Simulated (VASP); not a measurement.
# CuO (F-43m) in VASP: settings compared, part 3 of 3

VASP 6.6.1.

## 5. Density of states, PBE

Contents of POSCAR:

```
CuO
1.0
    0.0000000000      2.3272527300      2.3272527300
    2.3272527300      0.0000000000      2.3272527300
    2.3272527300      2.3272527300      0.0000000000
Cu O
1 1
Direct
    0.0000000000      0.0000000000      0.0000000000
    0.2500000000      0.2500000000      0.2500000000
```

Contents of INCAR.step1:

```
PREC = Accurate
ENCUT = 520
EDIFF = 1E-6
ISMEAR = 0
SIGMA = 0.02
LREAL = False
LASPH = True
NELM = 60
ALGO = Fast
ISIF = 2
LWAVE = False
LCHARG = True
LMAXMIX = 4
GGA = PE
```

Contents of KPOINTS.step1:

```
Automatic mesh
0
Gamma
  10 10 10
```

Contents of INCAR.step2:

```
PREC = Accurate
ENCUT = 520
EDIFF = 1E-6
ISMEAR = -5
SIGMA = 0.02
LREAL = False
LASPH = True
NELM = 60
ALGO = Fast
ISIF = 2
LWAVE = False
LCHARG = False
LMAXMIX = 4
GGA = PE
LORBIT = 11
NEDOS = 1001
ICHARG = 11
```

Contents of KPOINTS.step2:

```
Automatic mesh
0
Gamma
  15 15 15
```

On the command line:

```sh
cat potpaw_PBE.64/Cu/POTCAR potpaw_PBE.64/O/POTCAR > POTCAR
cp INCAR.step1 INCAR
cp KPOINTS.step1 KPOINTS
mpirun -np 1 vasp_std > vasp.out
cp INCAR.step2 INCAR
cp KPOINTS.step2 KPOINTS
mpirun -np 1 vasp_std > vasp.out
```

Run time: 36 s. Hardware: 1 thread of Intel Xeon Platinum 8259CL at 2.50GHz (Skylake/Cascade Lake), shared host; peak memory 0.16 GiB.

The run converged. Its results:

```
Valence electrons inside the program's atomic spheres : Cu 9.77; O 4.90
```

Levels at points of the mesh, in eV from the Fermi level:
```
           k point  band 5  band 6  band 7  band 8  band 9  band 10  band 11  band 12
(0.00, 0.00, 0.00)   -1.81   -1.81    0.73    0.73    0.73     0.91    13.87    13.87
```

States per cell in windows of 1 eV (zero at the Fermi level; states under -8 eV left out):
| from (eV) | total | Cu1_d | O2_p | Cu1_s | Cu1_p | O2_s | O2_d |
| --- | --- | --- | --- | --- | --- | --- | --- |
| -8.0 | 0.00 | 0.00 | 0.00 | 0.00 | 0.00 | 0.00 | 0.00 |
| -7.0 | 0.00 | 0.00 | 0.00 | 0.00 | 0.00 | 0.00 | 0.00 |
| -6.0 | 1.24 | 0.17 | 0.51 | 0.12 | 0.03 | 0.00 | 0.00 |
| -5.0 | 3.58 | 1.10 | 1.50 | 0.11 | 0.09 | 0.00 | 0.00 |
| -4.0 | 1.23 | 0.36 | 0.57 | 0.00 | 0.06 | 0.00 | 0.00 |
| -3.0 | 0.52 | 0.46 | 0.01 | 0.00 | 0.01 | 0.00 | 0.00 |
| -2.0 | 5.75 | 5.29 | 0.13 | 0.02 | 0.02 | 0.02 | 0.00 |
| -1.0 | 3.17 | 2.13 | 0.64 | 0.03 | 0.08 | 0.02 | 0.00 |
| 0.0 | 1.02 | 0.58 | 0.32 | 0.00 | 0.02 | 0.00 | 0.00 |
| 1.0 | 0.03 | 0.00 | 0.01 | 0.01 | 0.00 | 0.00 | 0.00 |
| 2.0 | 0.09 | 0.00 | 0.02 | 0.02 | 0.00 | 0.01 | 0.00 |
| 3.0 | 0.17 | 0.00 | 0.04 | 0.03 | 0.01 | 0.02 | 0.00 |
| 4.0 | 0.28 | 0.00 | 0.06 | 0.05 | 0.02 | 0.02 | 0.00 |
| 5.0 | 0.48 | 0.02 | 0.08 | 0.07 | 0.04 | 0.03 | 0.00 |
| 6.0 | 0.61 | 0.04 | 0.10 | 0.08 | 0.06 | 0.03 | 0.00 |
| 7.0 | 0.48 | 0.04 | 0.11 | 0.04 | 0.05 | 0.01 | 0.00 |

Caveat: an odd number of electrons without spin polarisation forces a metal; a magnetic or distorted state may lie lower; the run has no spin polarisation, though such a crystal can be magnetic; semilocal functionals often make such compounds metallic where correlation or magnetic order opens a gap, which also shifts bond lengths; tetrahedron occupations give inexact forces and stress in metals.

## 6. Electric field gradients, PBE

Contents of INCAR:

```
SYSTEM = CuO
  PREC = Accurate
  ENCUT = 520
  EDIFF = 1E-8
  ISMEAR = 0
  SIGMA = 0.02
  LREAL = .False.
  LASPH = .True.
  NELM = 60
  ALGO = Normal
  ISIF = 2
  LWAVE = .False.
  LCHARG = .False.
  GGA = PE
  LEFG = .True.
```

Contents of KPOINTS:

```
regular mesh
0
Gamma
  10 10 10
  0 0 0
```

POSCAR is that of step 5.

Potentials or basis: VASP PAW PBE potentials, release 64 (Cu, O).

On the command line:

```sh
cat potpaw_PBE.64/Cu/POTCAR potpaw_PBE.64/O/POTCAR > POTCAR
mpirun -np 1 vasp_std > vasp.out
```

OUTCAR:

```text
SYSTEM = CuO
   PREC = Accurate
   ENCUT = 520
   EDIFF = 1E-8
   ISMEAR = 0
   LREAL = .False.
   LASPH = .True.
   NELM = 60
   ISIF = 2
   GGA = PE

 ion  position               nearest neighbor table
   1  0.000  0.000  0.000-   2 2.02   2 2.02   2 2.02   2 2.02
   2  0.250  0.250  0.250-   1 2.02   1 2.02   1 2.02   1 2.02

  LATTYP: Found a face centered cubic cell.
 ALAT       =     4.6545054600

  Lattice vectors:

 A1 = (   0.0000000000,   2.3272527300,   2.3272527300)
 A2 = (   2.3272527300,   0.0000000000,   2.3272527300)
 A3 = (   2.3272527300,   2.3272527300,   0.0000000000)

Analysis of symmetry for initial positions (statically):
=====================================================================
 Subroutine PRICEL returns:
 Original cell was already a primitive cell.

 Routine SETGRP: Setting up the symmetry group for a
 face centered cubic supercell.

 Subroutine GETGRP returns: Found 24 space group operations
[... 548 lines left out ...]
  volume of cell :       25.21
      direct lattice vectors                 reciprocal lattice vectors
     0.000000000  2.327252730  2.327252730    -0.214845596  0.214845596  0.214845596
     2.327252730  0.000000000  2.327252730     0.214845596 -0.214845596  0.214845596
     2.327252730  2.327252730  0.000000000     0.214845596  0.214845596 -0.214845596

 POSITION                                       TOTAL-FORCE (eV/Angst)
 -----------------------------------------------------------------------------------
      0.00000      0.00000      0.00000        -0.000000     -0.000000     -0.000000
      1.16363      1.16363      1.16363         0.000000      0.000000      0.000000
 -----------------------------------------------------------------------------------
    total drift:                               -0.000000     -0.000000     -0.000001

  FREE ENERGIE OF THE ION-ELECTRON SYSTEM (eV)
  ---------------------------------------------------
  free  energy   TOTEN  =        -9.4961259765 eV

  energy  without entropy=       -9.4952169214  energy(sigma->0) =       -9.49567145

 Electric field gradients (V/A^2)
---------------------------------------------------------------------
 ion       V_xx      V_yy      V_zz      V_xy      V_xz      V_yz
---------------------------------------------------------------------
   1      -0.000     0.000     0.000    -0.004    -0.004    -0.004
   2       0.000    -0.000    -0.000     0.004     0.004     0.004
---------------------------------------------------------------------

 Electric field gradients after diagonalization (V/A^2)
 (convention: |V_zz| > |V_xx| > |V_yy|)
----------------------------------------------------------------------
 ion       V_xx      V_yy      V_zz     asymmetry (V_yy - V_xx)/ V_zz
----------------------------------------------------------------------
   1       0.004     0.004    -0.008       0.000
   2      -0.004    -0.004     0.008       0.000
----------------------------------------------------------------------

           NMR quadrupolar parameters

 Cq : quadrupolar parameter    Cq=e*Q*V_zz/h
 eta: asymmetry parameters     (V_yy - V_xx)/ V_zz
 Q  : nuclear electric quadrupole moment in mb (millibarn)
----------------------------------------------------------------------
 ion       Cq(MHz)       eta       Q (mb)
----------------------------------------------------------------------
   1      -0.000       0.000       1.000
   2       0.000       0.000       1.000
----------------------------------------------------------------------
```

It took 17 s on 1 thread of Intel Xeon Platinum 8259CL at 2.50GHz (Skylake/Cascade Lake), shared host; peak memory 0.14 GiB.

Results:

* Free energy: -9.4961 eV
* Pressure: -9.2 GPa
* Band gap on the k mesh: none (metal or under the smearing width)

Levels at points of the mesh, in eV from the Fermi level:
| k point | band 6 | band 7 | band 8 | band 9 | band 10 | band 11 | band 12 |
| --- | --- | --- | --- | --- | --- | --- | --- |
| (0.00, 0.00, 0.00) | -1.81 | 0.73 | 0.73 | 0.73 | 0.91 | 13.87 | 13.87 |
| (0.50, 0.00, 0.00) | -1.72 | -1.64 | 0.01 | 0.01 | 5.84 | 7.65 | 13.53 |
| (0.50, 0.50, 0.00) | -1.62 | -1.26 | -1.00 | -1.00 | 5.80 | 9.23 | 11.38 |

Electric field gradients, principal values (V/Å²):
```
atom     Vxx     Vyy     Vzz
1 Cu   0.004   0.004  -0.008
 2 O  -0.004  -0.004   0.008
```

Caveat: an odd number of electrons without spin polarisation forces a metal; a magnetic or distorted state may lie lower; the run has no spin polarisation, though such a crystal can be magnetic; semilocal functionals often make such compounds metallic where correlation or magnetic order opens a gap, which also shifts bond lengths.

## 7. For comparison

An earlier run on the cell as given: functional PBE; potentials or basis VASP PAW PBE potentials, release 64 (Cu, O); cutoff 520 eV; k mesh 10 × 10 × 10; occupations fermi-dirac, width 0.05 eV; no spin polarisation.

* Pressure: -9.1 GPa
* Band gap on the k mesh: none (metal or under the smearing width)

## 8. The runs side by side

```tsv
task	level	spin	U	fixed moment (μB)	k mesh	smearing	k mesh for the DOS	occupations for the DOS	gap on the mesh (eV)	pressure (GPa)	moment (μB)
single point	r2SCAN+U	collinear, random start	Cu d U = 6 eV	-	7 × 7 × 7	gaussian 0.05 eV	-	-	none	-14.5	1.00
single point	r2SCAN+U	collinear, ferromagnetic start	Cu d U = 6 eV	0	7 × 7 × 7	gaussian 0.05 eV	-	-	-	-16.1	0.00
optical spectrum	PBE	off	-	-	10 × 10 × 10	gaussian 0.02 eV	-	-	none	-9.2	-
density of states	PBE	off	-	-	10 × 10 × 10	gaussian 0.02 eV	15 × 15 × 15	tetrahedron	-	-	-
electric field gradients	PBE	off	-	-	10 × 10 × 10	gaussian 0.02 eV	-	-	none	-9.2	-
single point	PBE	off	-	-	10 × 10 × 10	fermi-dirac 0.05 eV	-	-	none	-9.1	-
```

Alike in all rows: potentials or basis VASP PAW PBE potentials, release 64 (Cu, O); cell as given; cutoff (eV) 520.

Every run on the cell as given and a fine mesh finds a metal. The pressure there spans -16.1 GPa (r2SCAN+U) to -9.1 GPa (PBE); a positive pressure means that this level wants a larger cell, a negative one a smaller.

Caveats: an odd number of electrons without spin polarisation forces a metal (some runs); a magnetic or distorted state may lie lower (some runs); semilocal functionals often make such compounds metallic where correlation or magnetic order opens a gap, which also shifts bond lengths (some runs); the PAW data sets were made with another functional, which shifts forces and pressure a little (some runs); a cell with one magnetic atom can't hold antiferromagnetic order, which such compounds often take (some runs); the total moment is fixed, so each spin has its own Fermi level (some runs); spectra need much finer meshes, so this one isn't converged (some runs).

Total energies depend on the potentials used, so only differences within one code and one set of settings carry meaning.
